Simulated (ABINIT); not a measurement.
Cl:

```
Cl
1.0
     3.14500   -2.25000    0.00000
     3.14500    2.25000    0.00000
     0.00000    0.00000    8.21000
Cl
4
Direct
  0.37000 0.63000 0.40000
  0.13000 0.87000 0.90000
  0.63000 0.37000 0.60000
  0.87000 0.13000 0.10000
```

- Program: ABINIT 10.8.3 (patched build)
- Task: relaxation of cell and atoms
- Functional: LDA
- Potentials or basis: JTH PAW LDA v2.0
- Cutoff: 680 eV
- k mesh: 7 × 7 × 4
- Occupations: fermi-dirac, width 0.05 eV
- Spin: no spin polarisation

At the start: pressure -2.3 GPa; volume 29.05 Å³/atom.

Question: How do energy, volume and symmetry change on relaxing?

Answer: Over 28 steps the energy falls by 85.9 meV/atom and the volume is 22.36 Å³/atom (-23.0 %); space group Cmce (No. 64, to 0.05 Å).

Step by step:
| step | energy change (eV) | largest force (eV/Å) | pressure (GPa) | volume (Å³) |
| --- | --- | --- | --- | --- |
| 1 | 0.0000 | 0.1592 | -2.29 | 116.19 |
| 2 | -0.0127 | 0.0876 | -1.98 | 115.38 |
| 3 | -0.0519 | 0.6819 | -0.69 | 111.04 |
| 4 | -0.0787 | 0.9168 | -0.06 | 107.83 |
| 5 | -0.1728 | 1.3857 | 2.08 | 95.59 |
| 6 | -0.2252 | 1.1450 | 3.30 | 88.48 |
| 7 | -0.2988 | 0.3168 | 1.03 | 89.22 |
| 8 | -0.3073 | 0.0717 | 0.00 | 90.20 |
| 9 | -0.3084 | 0.0717 | -0.04 | 89.86 |
| 10 | -0.3106 | 0.1038 | -0.13 | 89.38 |
| 11 | -0.3148 | 0.1607 | -0.17 | 88.53 |
| 12 | -0.3213 | 0.1902 | -0.22 | 87.84 |
| 13 | -0.3251 | 0.2228 | 0.12 | 86.09 |
| 14 | -0.3319 | 0.1432 | -0.16 | 87.71 |
| 15 | -0.3335 | 0.0590 | 0.01 | 88.07 |
| 16 | -0.3343 | 0.0649 | 0.13 | 88.14 |
| 17 | -0.3348 | 0.0757 | 0.20 | 88.08 |
| 18 | -0.3364 | 0.1031 | 0.36 | 88.04 |
| 19 | -0.3381 | 0.1152 | 0.43 | 88.23 |
| 20 | -0.3409 | 0.0893 | 0.36 | 88.89 |
| 21 | -0.3426 | 0.0125 | 0.10 | 89.76 |
| 22 | -0.3430 | 0.0131 | -0.03 | 89.92 |
| 23 | -0.3430 | 0.0154 | -0.03 | 89.84 |
| 24 | -0.3431 | 0.0177 | -0.04 | 89.79 |
| 25 | -0.3433 | 0.0243 | -0.05 | 89.61 |
| 26 | -0.3435 | 0.0231 | -0.05 | 89.49 |
| 27 | -0.3437 | 0.0117 | -0.02 | 89.40 |
| 28 | -0.3437 | 0.0035 | -0.01 | 89.44 |

Final structure:
```
Cl
1.0
     3.09987   -1.85063    0.00000
     3.09987    1.85063    0.00000
     0.00000    0.00000    7.79537
Cl
4
Direct
  0.36178 0.63822 0.38618
  0.13822 0.86178 0.88618
  0.63822 0.36178 0.61382
  0.86178 0.13822 0.11382
```

Caveat: the volume moved by over 15 % at a fixed basis, so the end points are rough.
